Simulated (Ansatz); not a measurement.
Reactions of `FC(F)C(F)(F)F`.

Computed with Ansatz on PBE0-D4/def2-TZVP structures; ΔE is electronic, products minus reactants. CBS: MP2 limit from def2 TZ/QZ plus the TZ coupled-cluster correction, frozen cores. This one scheme is used for every species, atoms too. Functionals use def2-TZVPP. Open shells (•) are unrestricted, without spin–orbit coupling. Spin–orbit coupling would lower the free atoms: a little for C, F. One conformer a species, not always the lowest.

```csv
reaction,CCSD(T)/CBS(def2) (kJ/mol)
`FC(F)C(F)(F)F` → `F[C](F)C(F)(F)F`• + H•,466
`FC(F)C(F)(F)F` + `OBCl` → `FC(F)(F)OBCl` + `FCF`,16
`FC(F)C(F)(F)F` → `FC(F)F` + `F[C]F`,?
`FC(F)C(F)(F)F` + H₂ → `FC(F)C(F)F` + H–F,-56
`FC(F)C(F)(F)F` + H₂O → `OC(F)F` + `FC(F)F`,-19
`FC(F)C(F)(F)F` → `FC(F)(F)F` + `[CH]F`,345
`FC(F)C(F)(F)F` + CH₃OH → `OCC(F)(F)C(F)F` + H–F,-34
`FC(F)C(F)(F)F` + `F[C](F)F`• → `F[C](F)C(F)(F)F`• + `FC(F)F`,?
`FC(F)C(F)(F)F` → 2 C• + 5 F• + H•,?
`FC(F)C(F)(F)F` + `OB(O)S` → `OB(O)SC(F)(F)F` + `FCF`,21
```

(1) Fill in the missing values. (Estimate.)

Largest T1 diagnostic: 0.018, for `[CH]F`.

## Answers

(1) Computed: `FC(F)C(F)(F)F` → `FC(F)F` + `F[C]F`: +233.8 kJ/mol; `FC(F)C(F)(F)F` + `F[C](F)F`• → `F[C](F)C(F)(F)F`• + `FC(F)F`: -12.8 kJ/mol; `FC(F)C(F)(F)F` → 2 C• + 5 F• + H•: +3231.6 kJ/mol.
